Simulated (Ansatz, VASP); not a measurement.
**Two plane-wave programs on Ba**

INCAR

```
ALGO     = Fast           # electronic algorithm
EDIFF    = 1E-7           # SCF threshold, eV
EDIFFG   = -0.01          # ionic threshold
ENCUT    = 600            # plane-wave cutoff, eV
GGA      = PS             # functional
IBRION   = 2              # ionic algorithm
ISIF     = 3              # what is computed and relaxed
ISMEAR   = 0              # smearing method
LASPH    = T              # aspherical terms in the spheres
LCHARG   = F              # write CHGCAR
LREAL    = F              # projectors in reciprocal space
LWAVE    = F              # write WAVECAR
NELM     = 60             # most SCF steps
NSW      = 80             # ionic steps
PREC     = Accurate       # precision mode
SIGMA    = 0.1            # smearing width, eV
```

Contents of KPOINTS:

```
k-points
0
Gamma
  12 12 12
```

File POSCAR:

```
Ba
1.0
   -2.5032768290      2.5032768290      2.5032768290
    2.5032768290     -2.5032768290      2.5032768290
    2.5032768290      2.5032768290     -2.5032768290
Ba
1
Direct
    0.0000000000      0.0000000000      0.0000000000
```

Input for Ansatz:

```yaml
crystal:
  lattice:
    - [-2.503276829, 2.503276829, 2.503276829]
    - [2.503276829, -2.503276829, 2.503276829]
    - [2.503276829, 2.503276829, -2.503276829]
  atoms:
    - { symbol: Ba, position: [0.0, 0.0, 0.0] }
basis:
  ecutwfc: 420
kpoints:
  mp_grid: { grid: [12, 12, 12] }
hamiltonian:
  xc: pbesol
scf:
  occupations: { method: gaussian, width: 0.1 }
output:
  forces: true
  stress: true
  eigenvalues: true
relax:
  adjacent_minimum: "off"
  f_tol: 0.01
  max_steps: 60
  cell: { stress_tol: 0.1 }
```

Alike in both runs: task relaxation of cell and atoms; functional PBEsol; k mesh 12 × 12 × 12; occupations gaussian, width 0.1 eV; no spin polarisation.

```csv
,VASP,Ansatz
version,VASP 6.6.1,Ansatz 0.2.0
potentials or method,"VASP PAW PBE potentials, release 64 (Ba_sv)","scalar-relativistic, plane waves, PAW"
plane-wave cutoff (eV),600,420
valence electrons in the cell,10,10
```

VASP gave:

```
gap on the k mesh at the Fermi level, each at its own relaxed structure (eV) : none
relaxed volume (Å³/atom)                                                     : 58.47
relaxed cell length with the largest relative difference (Å)                 : 4.235
energy change over the relaxation (meV/atom)                                 : -8
```

Question: Estimate Ansatz's values.

Answer: gap on the k mesh at the Fermi level, each at its own relaxed structure (eV): none; relaxed volume (Å³/atom): 57.73; relaxed cell length with the largest relative difference (Å): 4.217; energy change over the relaxation (meV/atom): -10.

A gap of «none» marks a metal or a gap that the smearing closes.

Caveats: the PAW data sets were made with another functional, which shifts forces and pressure a little (VASP). Spin-orbit coupling is left out, which matters for the levels of Ba.
